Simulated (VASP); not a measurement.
# In8Se7 (a cell with a defect) in VASP: a series of runs

The runs below take In8Se7 (a cell with a defect) through single point, with PBE.

Everything below comes from runs of VASP 6.6.1. Logs are shortened: lines on timing, memory, paths and dates and some standing lists are left out, and cuts for length are marked.

## Step 1: The crystal as given

The cell holds a defect, 15 atoms: a = 7.970 Å, b = 7.970 Å, c = 8.717 Å, α = 103.21°, β = 103.21°, γ = 60.00°.

## Step 2: Single point, PBE

The input, INCAR:

```
SYSTEM = In8Se7
PREC = Accurate
ENCUT = 520
EDIFF = 1E-6
ISMEAR = 1
SIGMA = 0.15
LREAL = Auto
LASPH = .True.
NELM = 100
ALGO = Fast
ISIF = 2
LWAVE = .False.
LCHARG = .False.
GGA = PE
NBANDS = 86
```

The input, KPOINTS:

```
regular mesh
0
Gamma
  2 2 2
  0 0 0
```

The input, POSCAR:

```
In8Se7
1.0
    3.9849065200      6.9020605600      0.0000000000
   -3.9849065200      6.9020605600      0.0000000000
    0.0000000000     -2.3006868500      8.4081540000
Se In
7 8
Direct
    0.3114810877      0.3086601934      0.8543699366
    0.4199494780      0.4071253378      0.4760684688
    0.3053975129      0.8065728830      0.8215837864
    0.8079549690      0.3087430076      0.8547456433
    0.9083178668      0.4088875815      0.4779024028
    0.8077218033      0.8125163950      0.8543623250
    0.9063382963      0.9208706322      0.4759525099
    0.0161850131     -0.0066795132      0.0007930397
    0.1053912834      0.0320512945      0.3416514493
    0.0012367678      0.5023022232      0.0079152927
    0.0553168651      0.5562631206      0.3379582486
    0.4938786796     -0.0052449485      0.0039069218
    0.5296972424      0.0305291967      0.3423728918
    0.4923092595      0.5171191263      0.0003050610
    0.5318188991      0.6048740632      0.3412583785
```

Potentials or basis: VASP PAW PBE potentials, release 64 (Se, In_d).

Run with:

```bash
$ cat potpaw_PBE.64/Se/POTCAR potpaw_PBE.64/In_d/POTCAR > POTCAR
$ mpirun -np 1 vasp_std > vasp.out
```

OUTCAR:

```text
SYSTEM = In8Se7
   PREC = Accurate
   ENCUT = 520
   EDIFF = 1E-6
   ISMEAR = 1
   LREAL = Auto
   LASPH = .True.
   NELM = 100
   ISIF = 2
   GGA = PE

 ion  position               nearest neighbor table
   1  0.311  0.309  0.854-  10 2.65  14 2.65  12 2.66
   2  0.420  0.407  0.476-  11 2.63  13 2.72  15 2.72
   3  0.305  0.807  0.822-  12 2.67  14 2.67   8 2.67
   4  0.808  0.309  0.855-  14 2.65   8 2.65  10 2.65
   5  0.908  0.409  0.478-  11 2.63  15 2.72   9 2.72
   6  0.808  0.813  0.854-  10 2.65   8 2.66  12 2.66
   7  0.906  0.921  0.476-  11 2.63  13 2.72   9 2.72
   8  0.016  0.993  0.001-   4 2.65   6 2.66   3 2.67   9 2.87  14 3.79  12 3.81  10 3.98  10 3.99
[... 8 lines left out ...]
  13  0.530  0.031  0.342-   2 2.72   7 2.72  12 2.86   9 3.37  15 3.38  11 4.00  11 4.00
  14  0.492  0.517  0.000-   4 2.65   1 2.65   3 2.67  15 2.87   8 3.79  12 3.81  10 3.98  10 3.99

  15  0.532  0.605  0.341-   2 2.72   5 2.72  14 2.87  13 3.38   9 3.40  11 4.00  11 4.00

  LATTYP: Found a base centered monoclinic cell.
 ALAT       =    13.8041211200
 B/A-ratio  =     0.5773502689
 C/A-ratio  =     0.6314952259
 COS(beta)  =    -0.2639238740

  Lattice vectors:

 A1 = (   3.9849065200,   6.9020605600,   0.0000000000)
 A2 = (  -3.9849065200,   6.9020605600,   0.0000000000)
 A3 = (   0.0000000000,  -2.3006868500,   8.4081540000)

Analysis of symmetry for initial positions (statically):
=====================================================================
 Subroutine PRICEL returns:
 Original cell was already a primitive cell.

 Routine SETGRP: Setting up the symmetry group for a
 base centered monoclinic supercell.

 Subroutine GETGRP returns: Found  1 space group operations
 (whereof  1 operations were pure point group operations)
 out of a pool of  4 trial point group operations.

The static configuration has the point symmetry C_1 .

Analysis of symmetry for dynamics (positions and initial velocities):
=====================================================================
 Subroutine PRICEL returns:
 Original cell was already a primitive cell.

 Routine SETGRP: Setting up the symmetry group for a
 base centered monoclinic supercell.

[... 126 lines left out ...]
   EMIN   =  10.00;   EMAX   =-10.00  energy-range for DOS
   EFERMI =   0.00;   METHOD = LEGACY
   ISMEAR =     1;   SIGMA  =   0.15  broadening in eV -4-tet -1-fermi 0-gaus
   EFERMI_NEDOS =   21; number of points for ismear=-14 and -15
   IALGO  =     68    algorithm
   IMIX   =      4    mixing-type and parameters
     AMIX     =   0.40;   BMIX     =  1.00
     AMIX_MAG =   1.60;   BMIX_MAG =  1.00
  volume/ion in A,a.u.               =      30.83       208.08
  Fermi-wavevector in a.u.,A,eV,Ry     =   1.114679  2.106438 16.905374  1.242510
  Thomas-Fermi vector in A             =   2.251277
   LORBIT       =      0    0 simple, 1 ext, 2 COOP (PROOUT), +10 PAW based schemes
   GGA     = PE    functional components
   LHFCALC =     F    Hartree Fock is set to
   AEXX    =    0.0000 exact exchange contribution
   IVDW    =     0    specifies the selected vdW correction
   LEPSILON=     F    determine dielectric tensor
   LRPA    =     F    only Hartree local field effects (RPA)
 non-spin polarized calculation
 RMM-DIIS sequential band-by-band and
 Methfessel and Paxton  Order N= 1 SIGMA  =   0.15
  energy-cutoff  :      520.00
  volume of cell :      462.52
 maximum number of plane-waves:     12486
 NGX is ok and might be reduce to    60
   NGX = 29   NGY = 29   NGZ = 33

 number of electron     146.0000000 magnetization

 Free energy of the ion-electron system (eV)
  ---------------------------------------------------
  ext. energy  EPLUGINS =         0.00000000
  ---------------------------------------------------
  free energy    TOTEN  =       -50.77074163 eV

  energy without entropy =      -50.78062656  energy(sigma->0) =      -50.77403661

 E-fermi :   3.5308     XC(G=0):  -8.6991

 val. band max:        3.4654144637   @ k =   0.0000   0.0000   0.5000
 cond. band min:       3.8569012106   @ k =   0.5000   0.5000   0.5000
 fundamental gap:      0.3914867470
 Fermi energy:         3.5308103990

 k-point     1 :       0.0000    0.0000    0.0000
  band No.  band energies     occupation
      1     -11.1263      2.00000
      2     -11.1107      2.00000
      3     -11.1061      2.00000
      4     -11.0382      2.00000
      5     -11.0257      2.00000
      6     -11.0130      2.00000
[... 693 lines left out ...]
     84       7.3101      0.00000
     85       7.8359      0.00000
 [bands above 85 left out]

------------------------ aborting loop because EDIFF is reached ----------------------------------------

  FORCE on cell =-STRESS in cart. coord.  units (eV):
  Direction    XX          YY          ZZ          XY          YZ          ZX
  --------------------------------------------------------------------------------------
  -------------------------------------------------------------------------------------
  Total        3.5087765      3.3609855      2.7989849     -0.0120521      0.3905291      0.0024459
  in kB       12.1545458     11.6425916      9.6957984     -0.0417488      1.3528089      0.0084726
  external PRESSURE =      11.1643119 kB  Pullay stress =       0.0000000 kB

 VOLUME and BASIS-vectors are now :
 -----------------------------------------------------------------------------
  energy-cutoff  :      520.00
  volume of cell :      462.52
      direct lattice vectors                 reciprocal lattice vectors
     3.984906520  6.902060560  0.000000000     0.125473458  0.072442135  0.019822028
    -3.984906520  6.902060560  0.000000000    -0.125473458  0.072442135  0.019822028
     0.000000000 -2.300686850  8.408154000     0.000000000  0.000000000  0.118932170

 POSITION                                       TOTAL-FORCE (eV/Angst)
 -----------------------------------------------------------------------------------
      0.01124      2.31461      7.18367        -0.001739      0.007090     -0.016899
      0.05110      4.61324      4.00286         0.002527     -0.003047      0.002210
     -1.99714      5.78468      6.90800        -0.001265     -0.004701     -0.013342
      1.98931      5.74102      7.18683        -0.001352      0.003934     -0.021196
      1.99018      7.99193      4.01828         0.001262     -0.001592      0.006567
     -0.01911      9.21736      7.18361        -0.001178      0.009781     -0.016689
     -0.05791     11.51649      4.00188        -0.003193     -0.003230      0.006913
     -3.89379      6.96584      0.00667         0.005435     -0.004128      0.018696
      0.29225      0.16260      2.87266         0.000506      0.015832     -0.003659
     -1.99670      3.45725      0.06655         0.000655     -0.009009      0.012055
     -1.99622      3.44363      2.84160         0.005628     -0.021838     -0.012503
     -1.99595     10.26565      0.03285         0.005437      0.019914      0.023448
      1.98914      3.07902      2.87872        -0.004699     -0.018825     -0.002433
     -0.09886      6.96643      0.00256         0.000115     -0.009481      0.023257
     -0.29112      7.06040      2.86935        -0.008138      0.019300     -0.006426
 -----------------------------------------------------------------------------------
    total drift:                                0.021975      0.002878      0.010561

  FREE ENERGIE OF THE ION-ELECTRON SYSTEM (eV)
  ---------------------------------------------------
  free  energy   TOTEN  =       -50.7707416266 eV

  energy  without entropy=      -50.7806265632  energy(sigma->0) =      -50.77403661
```

OSZICAR:

```text
N       E                     dE             d eps       ncg     rms          rms(c)
DAV:   1     0.163613868311E+04    0.16361E+04   -0.63036E+04  1376   0.189E+03
DAV:   2     0.245569894326E+03   -0.13906E+04   -0.13605E+04  1376   0.516E+02
DAV:   3    -0.248826479753E+02   -0.27045E+03   -0.25792E+03  1572   0.225E+02
DAV:   4    -0.515483405550E+02   -0.26666E+02   -0.26264E+02  1680   0.659E+01
[... 15 lines left out ...]
RMM:  20    -0.507707622398E+02    0.70123E-05   -0.71513E-06  1374   0.894E-03    0.120E-01
RMM:  21    -0.507707580076E+02    0.42322E-05   -0.32301E-06  1124   0.656E-03    0.114E-01
RMM:  22    -0.507707458067E+02    0.12201E-04   -0.16156E-05  1500   0.989E-03    0.616E-02
RMM:  23    -0.507707423692E+02    0.34374E-05   -0.68920E-06  1291   0.639E-03    0.260E-02
RMM:  24    -0.507707416266E+02    0.74259E-06   -0.15684E-06   944   0.468E-03
   1 F= -.50770742E+02 E0= -.50774037E+02  d E =0.988494E-02
```

It took 8.3 min on 1 thread of Intel Xeon 6975P-C (Granite Rapids), shared host; peak memory 0.62 GiB.

Results:

| Quantity | Value |
| --- | --- |
| Free energy | -50.7707 eV |
| Pressure | 1.1 GPa |
| Largest force | 0.031 eV/Å |
| Band gap on the k mesh | 0.39 eV, indirect (least direct gap 0.49 eV) |

Forces in eV/Å, atoms in the order of the input:
```
Se  -0.002  0.007 -0.017
Se   0.003 -0.003  0.002
Se  -0.001 -0.005 -0.013
Se  -0.001  0.004 -0.021
Se   0.001 -0.002  0.007
Se  -0.001  0.010 -0.017
Se  -0.003 -0.003  0.007
In   0.005 -0.004  0.019
In   0.001  0.016 -0.004
In   0.001 -0.009  0.012
In   0.006 -0.022 -0.013
In   0.005  0.020  0.023
In  -0.005 -0.019 -0.002
In   0.000 -0.009  0.023
In  -0.008  0.019 -0.006
```

Stress tensor (GPa, compression positive):
```
1.22 0.00 0.00
0.00 1.16 0.14
0.00 0.14 0.97
```

Levels at points of the mesh, in eV from the valence-band top:
```csv
k point,band 69,band 70,band 71,band 72,band 73,band 74,band 75,band 76,band 77,band 78
"(0.00, 0.00, 0.00)",-1.07,-1.03,-0.82,-0.82,-0.39,1.40,1.51,1.73,1.76,1.87
"(0.50, 0.00, 0.00)",-1.22,-1.01,-0.90,-0.63,-0.13,0.50,1.55,2.18,2.46,2.57
"(0.00, 0.50, 0.00)",-1.22,-1.01,-0.91,-0.63,-0.13,0.50,1.55,2.18,2.46,2.57
"(0.50, 0.50, 0.00)",-1.11,-0.96,-0.75,-0.56,-0.16,0.64,1.45,2.14,2.40,2.59
"(0.00, 0.00, 0.50)",-1.02,-0.99,-0.82,-0.80,0.00,1.34,1.38,1.59,1.78,2.12
"(0.50, 0.00, 0.50)",-1.14,-1.08,-0.92,-0.30,-0.18,0.50,1.55,2.37,2.46,2.57
"(0.00, 0.50, 0.50)",-1.14,-1.08,-0.93,-0.30,-0.18,0.50,1.55,2.37,2.46,2.57
"(0.50, 0.50, 0.50)",-1.22,-1.12,-0.99,-0.41,-0.10,0.39,1.62,2.24,2.37,2.68
```

Caveat: the k mesh is coarse (spacing up to 0.46 Å⁻¹), so the values aren't converged; spin-orbit coupling is left out, which moves the levels of the heavy elements.

## Step 3: Single point, PBE

The input, INCAR:

```
SYSTEM = In8Se7
ALGO     = Fast           ! electronic algorithm
EDIFF    = 1E-6           ! SCF threshold, eV
ENCUT    = 520            ! plane-wave cutoff, eV
GGA      = PE             ! functional
ISIF     = 2              ! what is computed and relaxed
ISMEAR   = 1              ! smearing method
LASPH    = .TRUE.         ! aspherical terms in the spheres
LCHARG   = .FALSE.        ! write CHGCAR
LREAL    = Auto         
LWAVE    = .FALSE.        ! write WAVECAR
NBANDS   = 86             ! bands
NELM     = 80             ! most SCF steps
PREC     = Accurate       ! precision mode
SIGMA    = 0.15           ! smearing width, eV
```

The input, KPOINTS:

```
k-points
0
G
  2 2 2
  0 0 0
```

The input, POSCAR:

```
In8Se7
1.0
    3.9849065200      6.9020605600      0.0000000000
   -3.9849065200      6.9020605600      0.0000000000
    0.0000000000     -2.3006868500      8.4081540000
Se In
7 8
Direct
    0.3006264601      0.2519771382      0.7830772367
    0.4279236094      0.4218805568      0.4787508649
    0.2932649582      0.7909218016      0.8326468568
    0.8249341921      0.2847684469      0.8654001818
    0.8825116804      0.4504044299      0.4728038996
    0.8322525917      0.7970838871      0.8710268627
    0.9001831463      0.9365310504      0.4747767465
    0.0269985106     -0.0115695209      0.0406173579
    0.1165806535      0.0640584679      0.3810258471
    0.0289666926      0.4713655271      0.0050555687
    0.0632413426      0.5710577719      0.3411815483
    0.4927325504     -0.0204661883     -0.0204908236
    0.5253988376      0.0552068794      0.3242139713
    0.4749472252      0.4604196573     -0.0467239301
    0.5287203341      0.5819203274      0.2959342800
```

Potentials or basis: VASP PAW PBE potentials, release 64 (Se, In_d).

Run with:

```bash
$ cat potpaw_PBE.64/Se/POTCAR potpaw_PBE.64/In_d/POTCAR > POTCAR
$ mpirun -np 1 vasp_std > vasp.out
```

OUTCAR:

```text
SYSTEM = In8Se7
   EDIFF = 1E-6
   ENCUT = 520
   GGA = PE
   ISIF = 2
   ISMEAR = 1
   LASPH = .TRUE.
   LREAL = Auto
   NELM = 80
   PREC = Accurate

 ion  position               nearest neighbor table
   1  0.301  0.252  0.783-  14 2.67  12 2.68  10 2.84
   2  0.428  0.422  0.479-  11 2.63  15 2.71  13 2.71
   3  0.293  0.791  0.833-  14 2.63  12 2.65   8 2.72
   4  0.825  0.285  0.865-  14 2.63  10 2.65   8 2.69
   5  0.883  0.450  0.473-  11 2.64  15 2.69   9 2.72
   6  0.832  0.797  0.871-  12 2.63  10 2.65   8 2.68
   7  0.900  0.937  0.475-  11 2.62   9 2.73  13 2.74
[... 933 lines left out ...]
      direct lattice vectors                 reciprocal lattice vectors
     3.984906520  6.902060560  0.000000000     0.125473458  0.072442135  0.019822028
    -3.984906520  6.902060560  0.000000000    -0.125473458  0.072442135  0.019822028
     0.000000000 -2.300686850  8.408154000     0.000000000  0.000000000  0.118932170

 POSITION                                       TOTAL-FORCE (eV/Angst)
 -----------------------------------------------------------------------------------
      0.19386      2.01249      6.58423        -0.348607      0.091146      0.621391
      0.02408      4.76394      4.02541         0.031847     -0.108096      0.024652
     -1.98312      5.56746      7.00102        -0.039032      0.061339     -0.105087
      2.15251      5.66822      7.27642        -0.006491     -0.025152     -0.143040
      1.72191      8.11209      3.97541         0.134042      0.003191     -0.008100
      0.14014      9.24182      7.32373        -0.045075     -0.011932     -0.145406
     -0.14484     11.58480      3.99200         0.017069     -0.020484     -0.080362
     -3.83122      6.91510      0.34152        -0.036898     -0.058169     -0.112241
      0.20930      0.37016      3.20372         0.148918      0.027004     -0.197316
     -1.76292      3.44169      0.04251         0.017360      0.005576     -0.115183
     -2.02360      3.59302      2.86871         0.012549     -0.025127     -0.133920
     -1.93986      7.90813      8.23586         0.084496     -0.048520      0.193513
      1.87367      3.26146      2.72604         0.018801     -0.082702      0.035823
      0.05789      4.26277      8.01529        -0.052731      0.258886      0.091489
     -0.21200      6.98486      2.48826         0.063752     -0.066960      0.073787
 -----------------------------------------------------------------------------------
    total drift:                               -0.003472      0.016858     -0.028057

  FREE ENERGIE OF THE ION-ELECTRON SYSTEM (eV)
  ---------------------------------------------------
  free  energy   TOTEN  =       -50.2202771061 eV

  energy  without entropy=      -50.2172706160  energy(sigma->0) =      -50.21927494
```

stdout:

```text
POSCAR found type information on POSCAR SeIn
 POSCAR found :  2 types and      15 ions
 scaLAPACK will be used
 LDA part: xc-table for (Slater+PW92), standard interpolation
 POSCAR, INCAR and KPOINTS ok, starting setup
 FFT: planning ... GRIDC
 FFT: planning ... GRID_SOFT
 FFT: planning ... GRID
 WAVECAR not read
 entering main loop
```

Run time: 8.6 min. Hardware: 1 thread of Intel Xeon 6975P-C (Granite Rapids), shared host; peak memory 0.63 GiB.

Results:

```
Free energy            : -50.2203 eV
Pressure               : 0.9 GPa
Largest force          : 0.718 eV/Å
Band gap on the k mesh : 0.13 eV, indirect (least direct gap 0.15 eV)
```

Forces on the atoms (eV/Å):
```
Se  -0.349  0.091  0.621
Se   0.032 -0.108  0.025
Se  -0.039  0.061 -0.105
Se  -0.006 -0.025 -0.143
Se   0.134  0.003 -0.008
Se  -0.045 -0.012 -0.145
Se   0.017 -0.020 -0.080
In  -0.037 -0.058 -0.112
In   0.149  0.027 -0.197
In   0.017  0.006 -0.115
In   0.013 -0.025 -0.134
In   0.084 -0.049  0.194
In   0.019 -0.083  0.036
In  -0.053  0.259  0.091
In   0.064 -0.067  0.074
```

Caveat: the k mesh is coarse (spacing up to 0.46 Å⁻¹), so the values aren't converged; spin-orbit coupling is left out, which moves the levels of the heavy elements. PBE gaps usually lie below the measured ones, often by a third to a half.

## Step 4: Single point, PBE

The input, INCAR:

```
SYSTEM = In8Se7
  PREC = Accurate
  ENCUT = 520
  EDIFF = 1E-6
  ISMEAR = 1
  SIGMA = 0.15
  LREAL = Auto
  LASPH = .TRUE.
  NELM = 60
  ALGO = Fast
  ISIF = 2
  LWAVE = .FALSE.
  LCHARG = .FALSE.
  GGA = PE
  NBANDS = 86
```

The input, KPOINTS:

```
regular mesh
0
G
  2 2 2
  0 0 0
```

The input, POSCAR:

```
In8Se7
1.0
    3.9849065200      6.9020605600      0.0000000000
   -3.9849065200      6.9020605600      0.0000000000
    0.0000000000     -2.3006868500      8.4081540000
Se In
7 8
Direct
    0.3375874029      0.1576446624      0.6729150061
    0.4370384574      0.4267830098      0.4702648167
    0.2958961711      0.7752893489      0.8420725881
    0.8346978004      0.2789359554      0.8807668128
    0.8627757998      0.4682275232      0.4696278160
    0.8476833554      0.7917144138      0.8865033871
    0.8977195188      0.9372486770      0.4849454470
    0.0441384500     -0.0169465463      0.0543103754
    0.0989542774      0.0845629737      0.4036903939
    0.0326631528      0.4688231960      0.0211285378
    0.0687786011      0.5716034453      0.3559048752
    0.4795887416     -0.0128677289     -0.0552675415
    0.5318558947      0.0628777667      0.3137944429
    0.4573582790      0.4182732969     -0.0679018248
    0.5188344654      0.5943599510      0.2746915673
```

Run with:

```bash
$ cat potpaw_PBE.64/Se/POTCAR potpaw_PBE.64/In_d/POTCAR > POTCAR
$ mpirun -np 1 vasp_std > vasp.out
```

Run time: 10 min. Hardware: 1 thread of Intel Xeon 6975P-C (Granite Rapids), shared host; peak memory 0.64 GiB.

Results (log left out):

```yaml
Free_energy: -49.3554 eV
Pressure: 0.7 GPa
Largest_force: 0.034 eV/Å
Band_gap_on_the_k_mesh: 0.16 eV, direct
```

Forces in eV/Å, atoms in the order of the input:
```
Se  -0.001 -0.005 -0.016
Se  -0.001 -0.005  0.012
Se   0.003  0.025 -0.007
Se  -0.005  0.002 -0.006
Se  -0.003  0.013  0.009
Se   0.005 -0.004 -0.015
Se  -0.006  0.003 -0.008
In   0.012 -0.002  0.005
In   0.024 -0.003  0.019
In   0.014 -0.001  0.004
In  -0.007  0.007 -0.015
In  -0.003 -0.004  0.032
In   0.002 -0.006 -0.016
In  -0.009 -0.005  0.016
In  -0.026 -0.014 -0.015
```

Stress tensor (GPa, compression positive):
```
 1.66 -0.23  0.74
-0.23  1.33 -0.72
 0.74 -0.72 -0.80
```

Levels at points of the mesh, in eV from the valence-band top:
| k point | band 70 | band 71 | band 72 | band 73 | band 74 | band 75 | band 76 | band 77 |
| --- | --- | --- | --- | --- | --- | --- | --- | --- |
| (0.00, 0.00, 0.00) | -1.06 | -0.85 | -0.61 | -0.17 | 0.27 | 1.13 | 1.34 | 1.64 |
| (0.50, 0.00, 0.00) | -0.98 | -0.85 | -0.59 | -0.30 | 0.43 | 0.76 | 1.25 | 1.90 |
| (0.00, 0.50, 0.00) | -0.89 | -0.80 | -0.70 | -0.22 | 0.74 | 0.81 | 1.23 | 1.95 |
| (0.50, 0.50, 0.00) | -0.95 | -0.90 | -0.48 | -0.19 | 0.53 | 0.94 | 1.22 | 1.85 |
| (0.00, 0.00, 0.50) | -1.06 | -0.79 | -0.76 | -0.45 | 0.87 | 1.13 | 1.40 | 1.47 |
| (0.50, 0.00, 0.50) | -1.04 | -0.60 | -0.56 | -0.45 | 0.71 | 0.85 | 1.02 | 1.85 |
| (0.00, 0.50, 0.50) | -0.97 | -0.86 | -0.60 | -0.20 | 0.37 | 0.81 | 1.41 | 2.05 |
| (0.50, 0.50, 0.50) | -1.16 | -0.97 | -0.59 | 0.00 | 0.16 | 0.65 | 1.21 | 2.20 |

Caveat: the k mesh is coarse (spacing up to 0.46 Å⁻¹), so the values aren't converged; spin-orbit coupling is left out, which moves the levels of the heavy elements. As with any semilocal functional, this PBE gap is likely too small.
